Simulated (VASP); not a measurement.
Write the native input for VASP 6.6.1 that does the following.

```yaml
Task: relaxation of the atoms
Functional: PBEsol
Potentials_or_basis: VASP PAW PBE potentials, release 64 (Sn_d, Se)
Cutoff: 600 eV
k_mesh: 8 × 8 × 8
Occupations: gaussian, width 0.03 eV
Spin: no spin polarisation
Further_INCAR_settings: ALGO = Fast; EDIFF = 1e-07; IBRION = 2; EDIFFG = -0.01; NSW = 40
```

The structure of SnSe lies in POSCAR:

```
SnSe                                    
1.0
    3.5826326485      0.0000000000      0.0000000000
    0.0000000000      3.5826326485      0.0000000000
    0.0000000000      0.0000000000      3.5826326485
  Sn              Se            
     1     1
Direct
     0.5000000000000000    0.5000000000000000    0.5000000000000000
     0.0000000000000000    0.0000000000000000    0.0000000000000000
```

Measurements of this composition are mostly on another form, of space group No. 62.

The cell isn't the ideal one: a relaxed cell with its volume scaled by 0.98.

One way to write it, as run:

INCAR

```
SYSTEM = SnSe
ALGO = Fast ; EDIFF = 1E-7
EDIFFG = -0.01 ; ENCUT = 600
GGA = PS ; IBRION = 2
ISIF = 2 ; ISMEAR = 0
LASPH = .True. ; LCHARG = .False.
LREAL = .False. ; LWAVE = .False.
NELM = 80 ; NSW = 40
PREC = Accurate ; SIGMA = 0.03
```

KPOINTS

```
k-points
0
Gamma
  8 8 8
  0 0 0
```

Potentials or basis: VASP PAW PBE potentials, release 64 (Sn_d, Se).

Command:

```bash
$ cat potpaw_PBE.64/Sn_d/POTCAR potpaw_PBE.64/Se/POTCAR > POTCAR
$ mpirun -np 1 vasp_std > vasp.out
```

Results of the run:

```yaml
Pressure_after_relaxing: 1.3 GPa
Band_gap_on_the_k_mesh: none (metal or under the smearing width)
```

Caveat: the relaxation stopped at its first step, so nothing moved; the PAW data sets were made with another functional, which shifts forces and pressure a little.

Run time: 20 s on 1 thread of Intel(R) Xeon(R) Platinum 8488C (Sapphire Rapids) (shared host), peak memory 0.18 GiB.
